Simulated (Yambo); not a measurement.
Runs of Yambo 5.3.0 on BP. The structure is cubic, space group F-43m (No. 216). The conventional cell has a = 4.538 Å, b = 4.538 Å, c = 4.538 Å, α = 90.00°, β = 90.00°, γ = 90.00°. P (site symmetry -43m) has 4 B at 1.97 Å as nearest neighbours. B (site symmetry -43m) is surrounded by 4 P at 1.97 Å. 

| task | level | potentials or basis | spin | k mesh | k mesh of the self-consistent run | direction of the field or of q to 0 | broadening | kernel | top of the energy range | other keys | gap on the mesh (eV) |
| --- | --- | --- | --- | --- | --- | --- | --- | --- | --- | --- | --- |
| optical spectrum | PBEsol | PseudoDojo 0.4.1 SR PBEsol standard | off | 6 × 6 × 6 | 10 × 10 × 10 | x | 0.1 eV | Hartree (RPA with local fields) | 20 eV | - | 1.23 |
| optical spectrum | PBEsol | PseudoDojo 0.4.1 SR PBEsol standard | off | 20 × 20 × 20 | 20 × 20 × 20 | x | 0.1 eV | none (independent particles) | 15 eV | several, not listed | 1.14 |
| optical spectrum | PBEsol | PseudoDojo 0.4.1 SR PBEsol standard | off | 20 × 20 × 20 | 20 × 20 × 20 | x + y + z | 0.05 eV | none (independent particles) | 20 eV | - | 1.14 |
| optical spectrum | PBEsol | PseudoDojo 0.4 FR PBEsol standard | non-collinear, zero start, SOC | 6 × 6 × 6 | 10 × 10 × 10 | x | 0.1 eV | Hartree (RPA with local fields) | 20 eV | - | (a) |
| optical spectrum | PBEsol | PseudoDojo 0.4.1 SR PBEsol standard | off | 20 × 20 × 20 | 20 × 20 × 20 | y | 0.3 eV | Hartree (RPA with local fields) | 15 eV | - | 1.14 |

Alike in all rows: cell as given; cutoff (eV) 1034; smearing fixed.

Estimate the missing entries.

(a) 1.22.

Caveats: these spectra lack excitons (some runs); this k mesh misses the band edges, so its gaps are larger than the crystal's (some runs); spectra need much finer meshes, so this one isn't converged (some runs); independent-particle spectra lack excitons (some runs); the optical matrix elements of this version leave out the spin-flip part of the nonlocal potential, a small error (some runs).

Runs at the PBE level aren't shown here.
